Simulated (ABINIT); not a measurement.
Crystal: CdSe.

```
CELL_PARAMETERS angstrom
0.00000 2.87396 2.87396
2.87396 0.00000 2.87396
2.87396 2.87396 0.00000
ATOMIC_POSITIONS crystal
Cd 0.00000 0.00000 0.00000
Se 0.50000 0.50000 0.50000
```

Measurements of this composition are mostly on another form, of space group No. 186.

| Property | Result |
| --- | --- |
| Program | ABINIT 10.8.3 (patched build) |
| Task | relaxation of cell and atoms |
| Functional | LDA |
| Potentials or basis | JTH PAW LDA v2.0 |
| Cutoff | 599 eV |
| k mesh | 6 × 6 × 6 |
| Occupations | fermi-dirac, width 0.05 eV |
| Spin | spin-orbit coupling, no magnetisation |

At the start: pressure -5.9 GPa; volume 23.74 Å³/atom.

Problem. Where does the relaxation end?

Solution. Over 5 steps the energy falls by 43.6 meV/atom and the volume is 21.57 Å³/atom (-9.1 %); space group Fm-3m (No. 225, to 0.05 Å).

The path:
```
step  energy change (eV)  largest force (eV/Å)  pressure (GPa)  volume (Å³)
   1              0.0000                0.0000           -5.89        47.48
   2             -0.0289                0.0000           -4.98        46.62
   3             -0.0858                0.0000            0.94        42.63
   4             -0.0872                0.0000           -0.13        43.20
   5             -0.0872                0.0000            0.00        43.13
```

Final structure:
```yaml
crystal:
  lattice:
    - [0.00000, 2.78353, 2.78353]
    - [2.78353, 0.00000, 2.78353]
    - [2.78353, 2.78353, 0.00000]
  atoms:
    - { symbol: Cd, position: [0.00000, 0.00000, 0.00000] }
    - { symbol: Se, position: [0.50000, 0.50000, 0.50000] }
```
